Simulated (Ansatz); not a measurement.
A run of Ansatz 0.2.0:

Contents of input.yaml:

```yaml
crystal:
  lattice:
    - [1.4430568479, 0.8331492596, 4.2561707609]
    - [-1.4430568479, 0.8331492596, 4.2561707609]
    - [0.0, -1.6662985192, 4.2561707609]
  atoms:
    - { symbol: Au, position: [0.0, 0.0, 0.0] }
    - { symbol: Cu, position: [0.5, 0.5, 0.5] }
hamiltonian:
  xc: { exchange: pbe, correlation: pbe, exx: { coeff: 0.25, omega: 0.3 } }
  pseudopotentials: { kind: paw }
kpoints:
  mp_grid: { grid: [6, 6, 6] }
  band_path:
    path:
      - [[0.0, 0.0, 0.0], [0.5, 0.0, 0.0], [0.5, 0.1922122767, -0.1922122767]]
      - [[0.8077877233, 0.5, 0.1922122767], [0.5, 0.5, 0.5], [0.0, 0.0, 0.0], [0.3461061384, 0.0, -0.3461061384]]
      - [[0.6538938616, 0.3461061384, 0.0], [0.5, 0.5, 0.0], [0.6538938616, 0.6538938616, 0.1922122767], [0.5, 0.5, 0.5]]
      - [[0.5, 0.0, 0.0], [0.8077877233, 0.3461061384, 0.3461061384]]
    npoints: 4
scf:
  occupations: { method: fermi_dirac, width: 0.05 }
  n_extra_bands: 6
output:
  forces: true
  stress: true
  eigenvalues: true
  fatbands: false
```

Potentials or basis: Ansatz PAW.

Command:

```console
$ ansatz run input.yaml --threads 2 --pin off --max-ram 5632MiB --backend cpu --events-out ev --progress --plain --runs-dir out
```

Hardware: 2 threads of Arm Neoverse V1, with other jobs on the host.

**Question.** Estimate the wall time of this run.

**Answer.** It took 3.9 min on 2 threads of Arm Neoverse V1, with other jobs on the host, peak memory 1.3 GiB. Counts: scf iterations 23, plane waves 585, k points 32, bands 25.
